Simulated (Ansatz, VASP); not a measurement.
## Two plane-wave programs on Zn

INCAR

```
  PREC = Accurate
  ENCUT = 520
  EDIFF = 1E-7
  ISMEAR = -1
  SIGMA = 0.05
  LREAL = False
  LASPH = True
  NELM = 100
  ALGO = Normal
  ISIF = 2
  LWAVE = False
  LCHARG = False
  GGA = PE
  NBANDS = 19
```

Contents of KPOINTS:

```
Automatic mesh
0
Gamma
  11 11 6
```

File POSCAR:

```
Zn
1.0
    2.6700000000      0.0000000000      0.0000000000
   -1.3350000000      2.3122878281      0.0000000000
    0.0000000000      0.0000000000      4.9660000000
Zn
2
Direct
    0.6654170000      0.3197430000      0.7489310000
    0.3225700000      0.6801310000      0.2510750000
```

The input input.yaml:

```yaml
crystal:
  lattice:
    - [2.67, 0.0, 0.0]
    - [-1.335, 2.3122878281, 0.0]
    - [0.0, 0.0, 4.966]
  atoms:
    - { symbol: Zn, position: [0.665417, 0.319743, 0.748931] }
    - { symbol: Zn, position: [0.32257, 0.680131, 0.251075] }
hamiltonian:
  xc: pbe
  pseudopotentials: { kind: paw }
kpoints:
  mp_grid: { grid: [11, 11, 6] }
scf:
  occupations: { method: fermi_dirac, width: 0.05 }
output:
  forces: true
  stress: true
  eigenvalues: true
  write_density: true
  write_potential: true
  elf: true
  volumetric_format: npy
```

Change from the starting cell: atoms moved at random, drawn with an rms of 0.05 Å.

Alike in both runs: task single point; functional PBE; k mesh 11 × 11 × 6; occupations fermi-dirac, width 0.05 eV; no spin polarisation.

|  | VASP | Ansatz |
| --- | --- | --- |
| version | VASP 6.6.1 | Ansatz 0.2.0 |
| potentials or method | VASP PAW PBE potentials, release 64 (Zn) | Ansatz PAW |
| plane-wave cutoff (eV) | 520 | 420 |
| valence electrons in the cell | 24 | 24 |

```tsv
	VASP	Ansatz	Ansatz less VASP
gap on the k mesh at the Fermi level (eV)	none	none	-
pressure (GPa)	-0.3	-0.6	-0.32
largest component of the traceless stress (GPa)	0.65	0.52	-0.128
rms of the force components (eV/Å)	0.029	0.028	-0.0006
```

Atom by atom the forces differ by 0.001 eV/Å (rms over components). A gap of «none» marks a metal or a gap that the smearing closes.
